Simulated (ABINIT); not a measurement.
The system is SiC (Moissanite).

```
Si C
1.0
     3.07600    0.00000    0.00000
    -1.53800    2.66389    0.00000
     0.00000    0.00000    5.04800
Si C
2 2
Direct
  0.66667 0.33333 0.50000
  0.33333 0.66667 0.00000
  0.66667 0.33333 0.88500
  0.33333 0.66667 0.38500
```

Base run:

- Program: ABINIT 10.8.3 (patched build)
- Functional: OLYP
- Potentials or basis: PseudoDojo NC SR PBE v0.4.1 standard
- Cutoff: 1116 eV
- k mesh: 10 × 10 × 5
- Occupations: fermi-dirac, width 0.05 eV
- Spin: no spin polarisation

Its results: band gap on the k mesh 2.70 eV, indirect (least direct gap 4.23 eV); pressure -1.8 GPa; largest force 0.739 eV/Å.

Question: After a change of settings the same cell gave: band gap on the k mesh 2.52 eV, indirect (least direct gap 4.11 eV); pressure 4.0 GPa; largest force 0.759 eV/Å. Which change was it?
A. functional from OLYP to LDA; potentials or basis from PseudoDojo NC SR PBE v0.4.1 standard to PseudoDojo NC SR LDA v0.4.1 standard
B. functional from OLYP to PW91
C. functional from OLYP to LDA-Teter; potentials or basis from PseudoDojo NC SR PBE v0.4.1 standard to PseudoDojo NC SR LDA v0.4.1 standard
D. functional from OLYP to PBEsol; potentials or basis from PseudoDojo NC SR PBE v0.4.1 standard to PseudoDojo NC SR PBEsol v0.4.1 standard

Answer: B.

Caveats: the potentials were made for another functional, which shifts forces and pressure; the mesh misses the band edges, which the band path finds closer together.

Not every run made on this cell is shown here.
